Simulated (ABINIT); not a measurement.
Here is an ABINIT 10.8.3 (patched build) calculation.

The input run.abi:

```
pp_dirpath "./"
pseudos "Sb.upf, Ga.upf"

acell 8.1751050464 8.1751050464 8.1751050464
rprim
     0.0000000000     0.7071067812     0.7071067812
     0.7071067812     0.0000000000     0.7071067812
     0.7071067812     0.7071067812     0.0000000000
ntypat 2
znucl 51 31
natom 2
typat 1 2
xcart
     4.5885000000     4.5885000000     4.5885000000
     0.0000000000     0.0000000000     0.0000000000 Angstrom

ecut 36.0

kptopt 1
ngkpt 6 6 6
nshiftk 1
shiftk 0.0 0.0 0.0

ixc 7

nband 18
occopt 3
tsmear 0.05 eV

nstep 100
tolvrs 1.0e-10

iomode 3
prtwf 0
prtden 0
prteig 0
prtebands 0
enunit 1
```

Potentials or basis: PseudoDojo NC SR LDA v0.4.1 standard.

Run with:

```bash
$ abinit run.abi > log 2>&1
```

Task: Predict the band gap on the k mesh.

Result: None (metal or under the smearing width).

Caveat: this crystal is a semiconductor, whose small gap the functional closes, so the metal is an error of the method. Spin-orbit coupling is left out, which matters for the levels of Sb.

**Measured values to compare with.**

A printed reference work, data compilation reports, for a bulk crystal of GaSb at 4.2 K: band gap 0.811 eV (direct).

Against the measured gap of GaSb, 0.811 eV (direct; 4.2 K; a printed reference work, data compilation), the calculated 0.00 eV is off by -0.81 eV. Spin-orbit coupling on Ga, Sb is left out. The value is that of LDA on a finite k mesh, which can miss the band edges, without temperature or zero-point motion. Semilocal functionals fall short of measured gaps as a rule.
